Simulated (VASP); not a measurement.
Set up this calculation in VASP 6.6.1, as the native input.

| Quantity | Value |
| --- | --- |
| Task | relaxation of cell and atoms |
| Functional | LDA |
| Potentials or basis | VASP PAW LDA potentials, release 64 (Si) |
| Cutoff | 600 eV |
| k mesh | 12 × 12 × 11 |
| Occupations | fermi-dirac, width 0.05 eV |
| Spin | no spin polarisation |
| Further INCAR settings | ALGO = Normal; EDIFF = 1e-06; IBRION = 2; EDIFFG = -0.02; NSW = 60; ISIF = 3 |

The structure of Si lies in POSCAR:

```
Si
1.0
    2.6205428149      0.0000000000      0.0000000000
   -1.3102714075      2.2694566494      0.0000000000
    0.0000000000      0.0000000000      2.4663543900
Si
1
Direct
    0.0000000000      0.0000000000      0.0000000000
```

This isn't the form of Si at room conditions, which is diamond.

These files were run (other wordings do the same):

INCAR

```
PREC = Accurate
ENCUT = 600
EDIFF = 1E-6
ISMEAR = -1
SIGMA = 0.05
LREAL = False
LASPH = True
NELM = 80
ALGO = Normal
ISIF = 3
LWAVE = False
LCHARG = False
IBRION = 2
NSW = 60
EDIFFG = -0.02
```

KPOINTS

```
Automatic mesh
0
Gamma
  12 12 11
```

Potentials or basis: VASP PAW LDA potentials, release 64 (Si).

The run is started by

```sh
$ cat potpaw_LDA.64/Si/POTCAR > POTCAR
$ mpirun -np 1 vasp_std > vasp.out
```

It gave:

| Property | Result |
| --- | --- |
| Relaxed volume | 14.55 Å³/atom |
| Relaxed cell | a = 2.602 Å, b = 2.602 Å, c = 2.480 Å, α = 90.00°, β = 90.00°, γ = 120.00° |
| Space group after relaxing (to 0.05 Å) | P6/mmm (No. 191) |
| Energy gained by relaxing | 2.0 meV/atom |
| Ionic steps | 3 |
| Pressure after relaxing | -0.1 GPa |
| Band gap on the k mesh | none (metal or under the smearing width) |

Run time: 10 s on 1 thread of Intel(R) Xeon(R) Platinum 8259CL CPU @ 2.50GHz (Skylake/Cascade Lake) (shared host), peak memory 0.12 GiB.
